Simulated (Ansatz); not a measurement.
# AlN (P6_3mc) in Ansatz: band structure with PBE

Aim: the band structure of AlN with PBE.

Everything below comes from runs of Ansatz 0.2.0. Logs are shortened: lines on timing, memory, paths and dates and some standing lists are left out, and cuts for length are marked.

**Experimental background.**

From “Structural and optical properties of self-assembled AlN nanowires grown on SiO2/Si substrates by molecular beam epitaxy”, 2024, arxiv:2402.00216, for a bulk crystal of AlN at 0 K: band gap 6.0343 eV (an exciton energy, a little under the gap).

The runs below are set against these values where they give the same quantity.

### 1 Starting point

The structure is hexagonal, space group P6_3mc (No. 186). The conventional cell has a = 3.113 Å, b = 3.113 Å, c = 4.981 Å, α = 90.00°, β = 90.00°, γ = 120.00°. Around Al (site symmetry 3m) lie 4 N at 1.89 Å. Around N (site symmetry 3m) lie 4 Al at 1.89 Å.

### 2 Band structure, PBE

The input, input.yaml:

```yaml
crystal:
  lattice:
    - [3.113, 0.0, 0.0]
    - [-1.5565, 2.695937082, 0.0]
    - [0.0, 0.0, 4.981]
  atoms:
    - { symbol: Al, position: [0.6666666667, 0.3333333333, 0.5] }
    - { symbol: Al, position: [0.3333333333, 0.6666666667, 0.0] }
    - { symbol: "N", position: [0.6666666667, 0.3333333333, 0.88] }
    - { symbol: "N", position: [0.3333333333, 0.6666666667, 0.38] }
hamiltonian:
  xc: pbe
  pseudopotentials: { kind: paw }
kpoints:
  mp_grid: { grid: [7, 7, 5] }
  band_path:
    path:
      - [[0.0, 0.0, 0.0], [0.5, 0.0, 0.0], [0.3333333333, 0.3333333333, 0.0], [0.0, 0.0, 0.0], [0.0, 0.0, 0.5], [0.5, 0.0, 0.5], [0.3333333333, 0.3333333333, 0.5], [0.0, 0.0, 0.5]]
      - [[0.5, 0.0, 0.5], [0.5, 0.0, 0.0]]
      - [[0.3333333333, 0.3333333333, 0.0], [0.3333333333, 0.3333333333, 0.5]]
    npoints: 14
scf:
  occupations: { method: fermi_dirac, width: 0.05 }
  n_extra_bands: 10
output:
  forces: true
  stress: true
  eigenvalues: true
  fatbands: false
  write_density: true
  write_potential: true
  elf: true
  volumetric_format: npy
```

Potentials or basis: Ansatz PAW.

Started as:

```sh
ansatz run input.yaml --threads 2 --pin off --max-ram 5632MiB --backend cpu --events-out ev --progress --plain --runs-dir out
```

Log:

```text
Warning: RAYON_NUM_THREADS=2 ignored (pool sized by the plan → 2); use --threads N
scf.n_extra_bands = 10 over 8 filled bands (N_el = 16.0): the run solves 18 bands
Engine: ansatz 0.2.0, x86_64-unknown-linux-gnu
Pseudopotentials: kind: paw
Pseudopotential: Al, paw, valence charge 3, recommended cutoff 420 eV (normal), Al.paw.azcp
Pseudopotential: N, paw, valence charge 5, recommended cutoff 420 eV (normal), N.paw.azcp
Functional definition: PBE
  parameter kappa = 0.804
  parameter beta = 0.06672455060314922
  exchange = pbe_x(kappa = kappa, mu = beta*pi^2/3)
  correlation = pbe_c(beta = beta)
Crystal: 4 atoms, lattice volume = 41.803 Å³
Basis set: ecut = 420 eV, 809 PW (Γ), exchange–correlation on 48×48×72 points (8 copies of the dense FFT grid, shifted against one another)
Bands: 18, of which v1, the nominal top of the filled ones, is band 8 counted from 1 (7 counted from 0)
Symmetry: 12 space group operations
Space group: P63mc (ITA 186), of the structure as read, at distance tolerance 3.5e-5 Å
k-points: 24 of 245 (time reversal used)
Non-local potential: Al, projectors of the file, l = 0: 2, l = 1: 2, l = 2: 1
Non-local potential: N, projectors of the file, l = 0: 2, l = 1: 2, l = 2: 1
PAW form: soft (Blöchl's): semilocal exchange-correlation on the pseudo side does not see the compensation charge
PAW one-centre angular grid: Al, 110 points (default); XC on 64 Gauss nodes
PAW one-centre angular grid: N, 110 points (default); XC on 64 Gauss nodes
Initial density: superposition of atomic densities (neutral atoms: chi_scale 0, normalization atom), corrected by the library's trained network
Initial wavefunctions: pseudopotential atomic-orbital guess
Functional: x = pbe(κ = 0.804, μ = 0.2195149727645171), c = pbe(β = 0.06672455060314922)
SCF iter   1: F=—  HF=-1848.497317 eV  |F-HF|=—  |Δ(HF+E_count)|=         —  Δρ=8.30e-4  dr2=1.42e-4  ethr=1.77e-3  ⟨swp⟩=5.4  Hψ=2416  notcnv=0  defer=6
preconditioner: auto → none  [insulator: Δε(μ)=4.209 eV  Ē_g=16.528 eV  σ=0.050 eV  W_gap=1.00  n_scr=2 (ndim 8)  ℏωp=23.0 eV  f_vac=0.000  D(μ)=0.00/eV (n_scr^D=0)  ε∞_Penn≈2.9]
SCF iter   2: F=—  HF=-1848.497602 eV  |F-HF|=—  |Δ(HF+E_count)|=   2.85e-4  Δρ=4.08e-4  dr2=2.65e-5  ethr=8.87e-7  ⟨swp⟩=2.3  Hψ=769  notcnv=0  defer=27
SCF iter   3: F=—  HF=-1848.497460 eV  |F-HF|=—  |Δ(HF+E_count)|=   1.42e-4  Δρ=4.71e-5  dr2=3.37e-7  ethr=1.66e-7  ⟨swp⟩=2.0  Hψ=531  notcnv=0  defer=27
iter 4 did not close the SCF: its close was put off for the readings that it lacked (scf_convergence_deferred on its scf_iter line)
SCF iter   4: F=-1848.497461 eV  HF=-1848.497461 eV  |F-HF|=1.33e-8  |Δ(HF+E_count)|=   6.46e-7  Δρ=1.05e-5  dr2=2.01e-8  ethr=2.11e-9  ⟨swp⟩=2.9  Hψ=590  notcnv=0  defer=27
iter 5 did not close the SCF: its close was put off for the readings that it lacked (scf_convergence_deferred on its scf_iter line)
SCF iter   5: F=-1848.497461 eV  HF=-1848.497461 eV  |F-HF|=6.37e-12  |Δ(HF+E_count)|=   1.50e-8  Δρ=1.73e-6  dr2=5.27e-10  ethr=1.26e-10  ⟨swp⟩=3.0  Hψ=585  notcnv=0  defer=27
SCF iter   6: F=-1848.497461 eV  HF=-1848.497461 eV  |F-HF|=2.27e-12  |Δ(HF+E_count)|=  4.00e-11  Δρ=3.48e-7  dr2=1.89e-11  ethr=3.30e-12  ⟨swp⟩=7.7  Hψ=2270  notcnv=0
SCF 1 converged in 6 iterations: F = -1848.497461 eV  dr2 = 1.89e-11
NSCF: frozen V_eff on 129 k-points
SCF converged after 6 iterations
Free energy (F): -1848.497461 eV
Harris-Foulkes:  -1848.497461 eV  (|F-HF|=2.27e-12)
Internal energy: -1848.497461 eV  (E = F + TS)
E sigma→0 (E₀):  -1848.497461 eV
Fermi energy:    9.239454 eV
--- Per-component energies (eV) ---
  E_band       = 30.378323
  E_kinetic    = 318.956531
  E_local      = -448.273864  (includes V_loc(G=0)·N_el)
  E_nonlocal   = 110.842849
  E_hartree    = 155.688344
  E_xc         = -203.726202
  E_vxc        = -215.995643  (∫ρ·V_xc dr)
  E_paw        = -1190.322043  (= ΣΔE_a)
  E_vpaw       = -46.528458  (= ΣTr[D̂ρ^β])
  E_aug_tail   = 0.000194  (compensation charges beyond the density's cutoff)
  E_ewald      = -591.663270
  E_smearing   = -0.000000  (= −TS)
  E_closure    = 0.000000  (closes the sum)
  Σ components = -1848.497461   (vs F -1848.497461, Δ=0.00e0)
--- Forces (eV/Å), atoms counted from 1 ---
  atom   1  Al     0.00000000     0.00000000    -0.12949515
  atom   2  Al     0.00000000    -0.00000000    -0.12949515
  atom   3  N     -0.00000000    -0.00000000     0.12947343
  atom   4  N     -0.00000000     0.00000000     0.12947343
  max |Σ_I F_I| component: 4.34e-5 eV/Å
--- Stress (GPa, compression-positive) ---
        3.190901       0.000000      -0.000000
       -0.000000       3.190901       0.000000
       -0.000000       0.000000       4.773082
  P = ⅓ Tr σ = 3.7183 GPa (37.183 kbar)
--- Band table (eV; the first three rows and the last of 24) ---
  k-point 0: bands = ["-8.0265", "-5.8832", "1.1563", "6.2908", "6.2908", "6.9401", "6.9401", "7.1198", "11.3325", "13.7885", "17.7303", "18.2933", "18.2933", "20.2876", "20.2903", "20.2903", "21.5808", "21.5808"]
  k-point 1: bands = ["-7.8740", "-6.1730", "1.6795", "6.2959", "6.3495", "6.3495", "6.8746", "6.8746", "12.0018", "13.8770", "17.4954", "18.2559", "18.2559", "19.2390", "19.7564", "19.7564", "22.2367", "22.2367"]
  k-point 2: bands = ["-7.4399", "-6.8078", "2.9917", "4.6658", "6.5064", "6.5064", "6.7069", "6.7069", "13.1401", "13.8475", "17.2792", "17.9079", "18.3947", "18.3947", "18.9251", "18.9251", "23.8820", "23.8820"]
  k-point 23: bands = ["-5.6434", "-5.4922", "2.2162", "2.2577", "3.4415", "3.9961", "5.9911", "6.3423", "13.7487", "14.3373", "15.6339", "15.7550", "18.7746", "18.9303", "20.2042", "21.3251", "22.9910", "23.4980"]
```

It took 1.7 s on 2 threads of Intel Xeon Platinum 8488C (Sapphire Rapids), shared host; peak memory 0.38 GiB.

Results:

| Quantity | Value |
| --- | --- |
| Free energy | -1848.4975 eV |
| Pressure | 3.7 GPa |
| Largest force | 0.129 eV/Å |
| Band gap on the k mesh | 4.21 eV, direct |
| Band gap along the path | 4.21 eV, direct |

Forces in eV/Å, atoms in the order of the input:
```
Al   0.000  0.000 -0.129
Al   0.000  0.000 -0.129
N    0.000  0.000  0.129
N    0.000  0.000  0.129
```

Levels at the corners of the path, in eV from the valence-band top:
| point | band 6 | band 7 | band 8 | band 9 | band 10 | band 11 |
| --- | --- | --- | --- | --- | --- | --- |
| Γ | -0.18 | -0.18 | 0.00 | 4.21 | 6.67 | 10.61 |
| M | -2.05 | -1.76 | -0.66 | 5.82 | 5.84 | 8.20 |
| K | -2.41 | -2.37 | -2.37 | 5.07 | 8.37 | 9.69 |
| Γ | -0.18 | -0.18 | 0.00 | 4.21 | 6.67 | 10.61 |
| A | -0.51 | -0.51 | -0.51 | 6.47 | 6.47 | 10.35 |
| L | -1.43 | -1.35 | -1.35 | 5.33 | 5.33 | 9.30 |
| H | -3.82 | -0.78 | -0.78 | 7.43 | 7.43 | 7.87 |
| A | -0.51 | -0.51 | -0.51 | 6.47 | 6.47 | 10.35 |
| L | -1.43 | -1.35 | -1.35 | 5.33 | 5.33 | 9.30 |
| M | -2.05 | -1.76 | -0.66 | 5.82 | 5.84 | 8.20 |
| K | -2.41 | -2.37 | -2.37 | 5.07 | 8.37 | 9.69 |
| H | -3.82 | -0.78 | -0.78 | 7.43 | 7.43 | 7.87 |

Caveat: the pressure holds a Pulay correction of +0.5 GPa for the finite cutoff.

### 3 Comparison with measurements

Step 2. Against the measured gap of AlN, 6.0343 eV (an exciton energy, a little under the gap; 0 K; quoted in “Structural and optical properties of self-assembled AlN nanowires grown on SiO2/Si substrates by molecular beam epitaxy”, 2024, arxiv:2402.00216), the calculated 4.21 eV is off by -1.82 eV. 2 values of this kind are on record (6.034 to 6.0343 eV); this one was drawn at random. The value is that of PBE, without temperature or zero-point motion. Semilocal functionals fall short of measured gaps as a rule.
